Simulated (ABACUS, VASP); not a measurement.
**Ni: equilibrium volume by level of theory**

**What was measured.** The equilibrium volume of Ni (Fm-3m) is reported as 10.94 Å³/atom at 298 K (a printed reference work). The runs below try to reproduce it.

```
CELL_PARAMETERS angstrom
0.00000 1.73757 1.73757
1.73757 0.00000 1.73757
1.73757 1.73757 0.00000
ATOMIC_POSITIONS crystal
Ni 0.00000 0.00000 0.00000
```

```tsv
rung	level	program and potentials	cutoff (eV)	k mesh	smearing	task	equilibrium volume (Å³/atom)	miss	notes
GGA	BLYP	VASP, PBE PAW files Ni, 600 eV	600	13 × 13 × 13	fermi-dirac 0.05	relaxation of cell and atoms	11.43	+4.5 %	potentials made for PBE
GGA	BP86	ABACUS, SG15 ONCV 1.2 PBE, plane waves	1333	10 × 10 × 10	fermi-dirac 0.05	equation of state	10.94	+0.0 %	potentials made for PBE; fit through 4 volumes
GGA	PBE	VASP, PBE PAW files Ni, 580 eV	580	13 × 13 × 13	fermi-dirac 0.05	relaxation of cell and atoms	10.88	-0.5 %	-
GGA	PBE	VASP, PBE PAW files Ni, 600 eV	600	13 × 13 × 13	fermi-dirac 0.05	relaxation of cell and atoms	10.88	-0.5 %	-
GGA + dispersion	PBE+TS-HI	VASP, PBE PAW files Ni, 600 eV	600	10 × 10 × 10	fermi-dirac 0.05	relaxation of cell and atoms	10.10	-7.7 %	-
GGA	RPBE	VASP, PBE PAW files Ni, 600 eV	600	13 × 13 × 13	fermi-dirac 0.05	relaxation of cell and atoms	11.22	+2.6 %	potentials made for PBE
non-local van der Waals functional	PBE+rVV10	VASP, PBE PAW files Ni, 600 eV	600	10 × 10 × 10	fermi-dirac 0.05	relaxation of cell and atoms	10.77	-1.6 %	-
non-local van der Waals functional	optB86b-vdW	VASP, PBE PAW files Ni, 600 eV	600	13 × 13 × 13	fermi-dirac 0.05	relaxation of cell and atoms	10.61	-3.0 %	potentials made for PBE
```

All rows: collinear spin, ferromagnetic start. Smearing widths are in eV. For a metal such meshes aren't converged. Meshes differ between rows, which moves values too. Meshes are those of the run's cell of 1 atom unless a note names another. Relaxations start from the cell shown or near it and stop with a little pressure left. The cell shown, of 10.49 Å³ an atom, is the runs' start and not the measured value. Misses use the values as printed. Runs on faulty files, with rough fits or with known faults for this quantity aren't shown. No row holds spin-orbit coupling.

By rung: GGA 10.88 to 11.43; GGA + dispersion 10.10; non-local van der Waals functional 10.61 to 10.77 (Å³/atom). Measured: 10.94 Å³/atom at 298 K (a printed reference work). Closest is BP86 (+0.0 %), and PBE misses by -0.5 % on plain settings. The runs are for a static lattice, while measurements hold temperature and zero-point motion.
